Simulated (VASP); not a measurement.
# Si (I4/mmm) in VASP: a series of runs

Runs on Si. Level: PBEsol. Tasks: single point.

All numbers are computed with VASP 6.6.1; they aren't measurements. Logs are shortened: lines on timing, memory, paths and dates and some standing lists are left out, and cuts for length are marked.

## Step 1: Starting point

Symmetry: I4/mmm, No. 139, tetragonal system. Conventional cell: a = 3.254 Å, b = 3.254 Å, c = 2.641 Å, α = 90.00°, β = 90.00°, γ = 90.00°. Around Si (site symmetry 4/mmm) lie 10 Si at 2.64 to 2.65 Å.

This isn't the form of Si at room conditions, which is diamond.

## Step 2: Single point, PBEsol

The input, INCAR:

```
SYSTEM = Si
PREC     = Accurate       ! precision mode
ENCUT    = 450            ! plane-wave cutoff, eV
EDIFF    = 1E-6           ! SCF threshold, eV
ISMEAR   = 0              ! smearing method
SIGMA    = 0.05           ! smearing width, eV
LREAL    = .False.        ! projectors in reciprocal space
LASPH    = .True.         ! aspherical terms in the spheres
NELM     = 100            ! most SCF steps
ALGO     = Normal         ! electronic algorithm
ISIF     = 2              ! what is computed and relaxed
LWAVE    = .False.        ! write WAVECAR
LCHARG   = .False.        ! write CHGCAR
GGA      = PS             ! functional
ADDGRID  = .True.
```

The input, KPOINTS:

```
Automatic mesh
0
Gamma
  5 5 5
  0 0 0
```

The input, POSCAR:

```
Si
1.0
   -1.6269149300      1.6269149300      1.3203298500
    1.6269149300     -1.6269149300      1.3203298500
    1.6269149300      1.6269149300     -1.3203298500
Si
1
Direct
    0.0000000000      0.0000000000      0.0000000000
```

Potentials or basis: VASP PAW PBE potentials, release 64 (Si).

On the command line:

```
> cat potpaw_PBE.64/Si/POTCAR > POTCAR
> mpirun -np 1 vasp_std > vasp.out
```

OUTCAR:

```text
SYSTEM = Si
   PREC = Accurate
   ENCUT = 450
   EDIFF = 1E-6
   ISMEAR = 0
   LREAL = .False.
   LASPH = .True.
   NELM = 100
   ISIF = 2
   GGA = PS

 Found     18 irreducible k-points:

 Following reciprocal coordinates:
            Coordinates               Weight
  0.000000  0.000000  0.000000      1.000000
  0.200000  0.000000 -0.000000      8.000000
  0.400000  0.000000 -0.000000      8.000000
  0.200000  0.200000 -0.000000      8.000000
  0.400000  0.200000  0.000000     16.000000
 -0.400000  0.200000  0.000000     16.000000
   k-points           NKPTS =     18   k-points in BZ     NKDIM =     18   number of bands    NBANDS=      6
   number of dos      NEDOS =    301   number of ions     NIONS =      1
   total plane-waves  NPLWV =   5832
   dimension x,y,z NGX =    18 NGY =   18 NGZ =   18
   dimension x,y,z NGXF=    36 NGYF=   36 NGZF=   36
   ions per type =               1
   NGX,Y,Z   is equivalent  to a cutoff of  11.28, 11.28, 11.28 a.u.
   NGXF,Y,Z  is equivalent  to a cutoff of  22.56, 22.56, 22.56 a.u.
 SYSTEM =  Si
   PREC   = accura    normal or accurate (medium, high low for compatibility)
   ISTART =      0    job   : 0-new  1-cont  2-samecut
   ICHARG =      2    charge: 1-file 2-atom 10-const
   ISPIN  =      1    spin polarized calculation?
   LNONCOLLINEAR =      F non collinear calculations
   LSORBIT =      F    spin-orbit coupling
   LASPH  =      T    aspherical Exc in radial PAW
   ENCUT  =  450.0 eV  33.07 Ry    5.75 a.u.   4.59  4.59  4.59*2*pi/ulx,y,z
   NELM   =    100;   NELMIN=  2; NELMDL= -5     # of ELM steps
   EDIFF  = 0.1E-05   stopping-criterion for ELM
   LREAL  =      F    real-space projection
   EDIFFG = 0.1E-04   stopping-criterion for IOM
   NSW    =      0    number of steps for IOM
   IBRION =     -1    ionic relax: 0-MD 1-quasi-New 2-CG
   NFREE  =      0    steps in history (QN), initial steepest desc. (CG)
   ISIF   =      2    stress and relaxation
   ISYM   =      2    0-nonsym 1-usesym 2-fastsym
   POTIM  = 0.5000    time-step for ionic-motion
   TEBEG  =    0.0;   TEEND  =   0.0 temperature during run
   PSTRESS=    0.0 pullay stress
   NELECT =       4.0000    total number of electrons
   NUPDOWN=      -1.0000    fix difference up-down
   EMIN   =  10.00;   EMAX   =-10.00  energy-range for DOS
   EFERMI =   0.00;   METHOD = LEGACY
   ISMEAR =     0;   SIGMA  =   0.05  broadening in eV -4-tet -1-fermi 0-gaus
   EFERMI_NEDOS =   21; number of points for ismear=-14 and -15
   IALGO  =     38    algorithm
   IMIX   =      4    mixing-type and parameters
     AMIX     =   0.40;   BMIX     =  1.00
     AMIX_MAG =   1.60;   BMIX_MAG =  1.00
  volume/ion in A,a.u.               =      13.98        94.33
  Fermi-wavevector in a.u.,A,eV,Ry     =   1.078791  2.038620 15.834335  1.163791
  Thomas-Fermi vector in A             =   2.214739
   LORBIT       =      0    0 simple, 1 ext, 2 COOP (PROOUT), +10 PAW based schemes
   GGA     = PS    functional components
   LHFCALC =     F    Hartree Fock is set to
   AEXX    =    0.0000 exact exchange contribution
   IVDW    =     0    specifies the selected vdW correction
   LEPSILON=     F    determine dielectric tensor
   LRPA    =     F    only Hartree local field effects (RPA)
 non-spin polarized calculation
 Gauss-broadening in eV      SIGMA  =   0.05
  energy-cutoff  :      450.00
  volume of cell :       13.98
 maximum number of plane-waves:       311
 NGX is ok and might be reduce to    18
   NGX =  9   NGY =  9   NGZ =  9

 number of electron       4.0000000 magnetization

 Free energy of the ion-electron system (eV)
  ---------------------------------------------------
  ext. energy  EPLUGINS =         0.00000000
  ---------------------------------------------------
  free energy    TOTEN  =        -5.21691600 eV

  energy without entropy =       -5.21646465  energy(sigma->0) =       -5.21669032

 E-fermi :  10.1108     XC(G=0): -11.3721

 val. band max:       10.1108138065   @ k =  -0.4000  -0.4000   0.4000
 cond. band min:      10.4989478581   @ k =   0.2000   0.2000   0.2000
 fundamental gap:      0.3881340515
 Fermi energy:        10.1108138067

 k-point     1 :       0.0000    0.0000    0.0000
  band No.  band energies     occupation
      1      -4.2104      2.00000
      2      20.1251      0.00000
      3      20.6963      0.00000
      4      20.6963      0.00000
      5      23.5256      0.00000
      6      24.4733      0.00000

 k-point     2 :       0.2000    0.0000   -0.0000
  band No.  band energies     occupation
      1      -2.8317      2.00000
      2      16.6063      0.00000
      3      16.7717      0.00000
      4      18.6153      0.00000
      5      20.8901      0.00000
      6      23.2958      0.00000

 k-point     3 :       0.4000    0.0000   -0.0000
  band No.  band energies     occupation
      1       1.2480      2.00000
      2       7.8816      2.00000
      3      15.4136      0.00000
      4      17.2506      0.00000
      5      17.4077      0.00000
      6      20.3044      0.00000

 k-point     4 :       0.2000    0.2000   -0.0000
  band No.  band energies     occupation
      1       0.1804      2.00000
      2      11.4653      0.00000
      3      12.4376      0.00000
      4      15.5227      0.00000
      5      21.4059      0.00000
      6      23.2581      0.00000

 k-point     5 :       0.4000    0.2000    0.0000
  band No.  band energies     occupation
      1       4.3733      2.00000
      2       5.8378      2.00000
      3       9.6670      2.00000
      4      15.8236      0.00000
      5      20.2758      0.00000
      6      24.5058      0.00000

 k-point     6 :      -0.4000    0.2000    0.0000
  band No.  band energies     occupation
      1      -0.6733      2.00000
      2       9.8433      2.00000
      3      13.7769      0.00000
      4      18.2911      0.00000
      5      20.8517      0.00000
      6      27.4687      0.00000

 [... further k-points ...]
[... 5 lines left out ...]
  --------------------------------------------------------------------------------------
  -------------------------------------------------------------------------------------
  Total        0.7339391      0.7339391     -0.1871308      0.0000000      0.0000000      0.0000000
  in kB       84.1198462     84.1198462    -21.4478438      0.0000000      0.0000000      0.0000000
  external PRESSURE =      48.9306162 kB  Pullay stress =       0.0000000 kB

 VOLUME and BASIS-vectors are now :
 -----------------------------------------------------------------------------
  energy-cutoff  :      450.00
  volume of cell :       13.98
      direct lattice vectors                 reciprocal lattice vectors
    -1.626914930  1.626914930  1.320329850     0.000000000  0.307330144  0.378693249
     1.626914930 -1.626914930  1.320329850     0.307330144  0.000000000  0.378693249
     1.626914930  1.626914930 -1.320329850     0.307330144  0.307330144  0.000000000

 POSITION                                       TOTAL-FORCE (eV/Angst)
 -----------------------------------------------------------------------------------
      0.00000      0.00000      0.00000        -0.000000      0.000000     -0.000000
 -----------------------------------------------------------------------------------
    total drift:                                0.000000      0.000000      0.000000

  FREE ENERGIE OF THE ION-ELECTRON SYSTEM (eV)
  ---------------------------------------------------
  free  energy   TOTEN  =        -5.2169159996 eV

  energy  without entropy=       -5.2164646480  energy(sigma->0) =       -5.21669032
```

Run time: 1.4 s. Hardware: 1 thread of Intel Xeon 6975P-C (Granite Rapids), shared host; peak memory 0.13 GiB.

The run converged, but some of its settings lie outside the range that counts as converged, so its numbers aren't taken as properties of the crystal.

Results:

```
Free energy            : -5.2169 eV
Pressure               : 4.9 GPa
Band gap on the k mesh : none (metal or under the smearing width)
```

Caveat: the k mesh is coarse (spacing up to 0.61 Å⁻¹), so the values aren't converged; the PAW data sets were made with another functional, which shifts forces and pressure a little.

## Step 3: Single point, PBEsol

Edit INCAR of step 2 so:

```diff
@@ -7,3 +7,3 @@
 LREAL    = .False.        ! projectors in reciprocal space
-LASPH    = .True.         ! aspherical terms in the spheres
+LASPH    = .False.        ! aspherical terms in the spheres
 NELM     = 100            ! most SCF steps
@@ -14,2 +14,2 @@
 GGA      = PS             ! functional
-ADDGRID  = .True.
+ADDGRID  = .False.
```

KPOINTS is that of step 2.

POSCAR is that of step 2.

Potentials or basis: VASP PAW PBE potentials, release 64 (Si).

On the command line:

```
> cat potpaw_PBE.64/Si/POTCAR > POTCAR
> mpirun -np 1 vasp_std > vasp.out
```

Run time: 1 s. Hardware: 1 thread of Intel Xeon 6975P-C (Granite Rapids), shared host; peak memory 0.11 GiB.

The run converged, but some of its settings lie outside the range that counts as converged, so its numbers aren't taken as properties of the crystal.

Results:

* Free energy: -5.2169 eV
* Pressure: 4.9 GPa
* Band gap on the k mesh: none (metal or under the smearing width)

Caveat: the k mesh is coarse (spacing up to 0.61 Å⁻¹), so the values aren't converged; the PAW data sets were made with another functional, which shifts forces and pressure a little.

## Step 4: Single point, PBEsol

The input, INCAR:

```
SYSTEM = Si
PREC     = Normal         ! precision mode
ENCUT    = 450            ! plane-wave cutoff, eV
EDIFF    = 1E-4           ! SCF threshold, eV
ISMEAR   = 0              ! smearing method
SIGMA    = 0.05           ! smearing width, eV
LREAL    = Auto         
LASPH    = .True.         ! aspherical terms in the spheres
NELM     = 100            ! most SCF steps
ALGO     = Normal         ! electronic algorithm
ISIF     = 2              ! what is computed and relaxed
LWAVE    = .False.        ! write WAVECAR
LCHARG   = .False.        ! write CHGCAR
GGA      = PS             ! functional
ADDGRID  = .False.
```

KPOINTS is that of step 3.

POSCAR is that of step 3.

On the command line:

```
> cat potpaw_PBE.64/Si/POTCAR > POTCAR
> mpirun -np 1 vasp_std > vasp.out
```

It took 0.9 s on 1 thread of Intel Xeon 6975P-C (Granite Rapids), shared host; peak memory 0.1 GiB.

The run converged, but some of its settings lie outside the range that counts as converged, so its numbers aren't taken as properties of the crystal.

Results:

```
Free energy            : -5.2169 eV
Pressure               : 5.1 GPa
Band gap on the k mesh : none (metal or under the smearing width)
```

Caveat: the k mesh is coarse (spacing up to 0.61 Å⁻¹), so the values aren't converged; the PAW data sets were made with another functional, which shifts forces and pressure a little.

## Step 5: Single point, PBEsol

The input, INCAR:

```
SYSTEM = Si
PREC     = Accurate       ! precision mode
ENCUT    = 350            ! plane-wave cutoff, eV
EDIFF    = 1E-6           ! SCF threshold, eV
ISMEAR   = 0              ! smearing method
SIGMA    = 0.05           ! smearing width, eV
LREAL    = .False.        ! projectors in reciprocal space
LASPH    = .True.         ! aspherical terms in the spheres
NELM     = 100            ! most SCF steps
ALGO     = Normal         ! electronic algorithm
ISIF     = 2              ! what is computed and relaxed
LWAVE    = .False.        ! write WAVECAR
LCHARG   = .False.        ! write CHGCAR
GGA      = PS             ! functional
ADDGRID  = .False.
```

The input, KPOINTS:

```
Automatic mesh
0
Gamma
  6 6 6
  0 0 0
```

POSCAR is that of step 4.

On the command line:

```
> cat potpaw_PBE.64/Si/POTCAR > POTCAR
> mpirun -np 1 vasp_std > vasp.out
```

Wall time 0.9 s (1 thread of Intel Xeon 6975P-C (Granite Rapids), shared host); peak memory 0.1 GiB.

These settings aren't checked as converged: the numbers below hold their error.

Results:

- Free energy: -5.2743 eV
- Pressure: -0.1 GPa
- Band gap on the k mesh: none (metal or under the smearing width)

Caveat: the k mesh is coarse (spacing up to 0.51 Å⁻¹), so the values aren't converged; the PAW data sets were made with another functional, which shifts forces and pressure a little.
